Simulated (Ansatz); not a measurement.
PbF2 (Fluorocronite):

```
Pb F
1.0
     0.00000    2.96366    2.96366
     2.96366    0.00000    2.96366
     2.96366    2.96366    0.00000
Pb F
1 2
Direct
  0.00000 0.00000 0.00000
  0.75000 0.75000 0.75000
  0.25000 0.25000 0.25000
```

Base run:

- Program: Ansatz 0.2.0
- Functional: PBE
- Potentials or basis: all-electron LAPW, scalar-relativistic
- Cutoff: 261 eV
- Density cutoff: 1042 eV
- Basis error allowed: 0.001 eV/atom
- k mesh: 8 × 8 × 8
- Occupations: fermi-dirac, width 0.05 eV
- Spin: no spin polarisation

Its results: band gap on the k mesh 4.41 eV, indirect (least direct gap 4.56 eV); pressure 2.7 GPa.

Task: After a change of settings the same cell gave: band gap on the k mesh 4.25 eV, indirect (least direct gap 4.41 eV); pressure -4.5 GPa. Which change was it?
A. functional from PBE to LDA; basis error allowed from 0.001 eV/atom to 0.002 eV/atom
B. functional from PBE to PBEsol; basis error allowed from 0.001 eV/atom to 0.002 eV/atom
C. functional from PBE to PBEsol

Result: A.

Caveats: spin-orbit coupling is left out, which as a rule narrows the gap of such compounds by several tenths of an eV.

Not every run made on this cell is shown here.
